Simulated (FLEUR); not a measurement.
## Cr: single point with PBE

Cr:

```
CELL_PARAMETERS angstrom
-1.48445 1.48445 1.48445
1.48445 -1.48445 1.48445
1.48445 1.48445 -1.48445
ATOMIC_POSITIONS crystal
Cr 0.00000 0.00000 0.00000
```

* Program: FLEUR MaX-R8.1 (later development tree)
* Task: single point
* Functional: PBE
* Potentials or basis: all-electron
* Basis: FLAPW
* Kmax: 4.45 1/bohr
* k mesh: 12 × 12 × 12
* Occupations: fermi-dirac, width 0.05 eV
* Spin: collinear spin, ferromagnetic start
* Starting moments: [3.0] μB
* Gmax: 13.8 1/bohr
* Muffin-tin radii: Cr 2.2 bohr
* lmax: Cr 9
* Local orbitals a species: Cr 5
* Max iterations: 60
* Mixing factor: 0.05
* Mixer: Anderson
* Mixer history: 15
* Density convergence: 1e-05 me/bohr^3

```yaml
Band_gap_on_the_k_mesh: none (metal or under the smearing width)
Net_moment: 0.00 μB per cell
Valence_electrons_inside_the_program's_atomic_spheres: Cr 12.29 (radii Cr 2.2 bohr)
```

Levels at points of the mesh, in eV from the Fermi level:
Spin up:
| k point | band 3 | band 4 | band 5 | band 6 | band 7 | band 8 | band 9 | band 10 | band 11 | band 12 |
| --- | --- | --- | --- | --- | --- | --- | --- | --- | --- | --- |
| (0.00, 0.00, 0.00) | -42.77 | -42.77 | -7.39 | -0.71 | -0.71 | -0.71 | 1.05 | 1.05 | 21.33 | 21.33 |
| (0.00, 0.00, 0.50) | -42.97 | -42.77 | -3.82 | -2.02 | 0.86 | 1.02 | 1.32 | 2.45 | 8.56 | 16.19 |
| (0.50, 0.50, 0.50) | -43.20 | -43.20 | -3.57 | -3.57 | 2.12 | 2.12 | 2.12 | 9.54 | 9.54 | 9.54 |
Spin down:
```
           k point  band 3  band 4  band 5  band 6  band 7  band 8  band 9  band 10  band 11  band 12
(0.00, 0.00, 0.00)  -42.77  -42.77   -7.39   -0.71   -0.71   -0.71    1.05     1.05    21.33    21.33
(0.00, 0.00, 0.50)  -42.97  -42.77   -3.82   -2.02    0.86    1.02    1.32     2.45     8.56    16.19
(0.50, 0.50, 0.50)  -43.20  -43.20   -3.57   -3.57    2.12    2.12    2.12     9.54     9.54     9.54
```

Core levels (eV from the Fermi level):
```csv
atom,levels
1 Cr,"1s1/2 -5877.7, 2s1/2 -665.6, 2p1/2 -564.9, 2p3/2 -556.2"
```

It took 100 s on 1 thread of Arm Neoverse V1, with other jobs on the host, peak memory 0.06 GiB.

Caveat: the starting moments collapsed, and a magnetic state may lie lower.
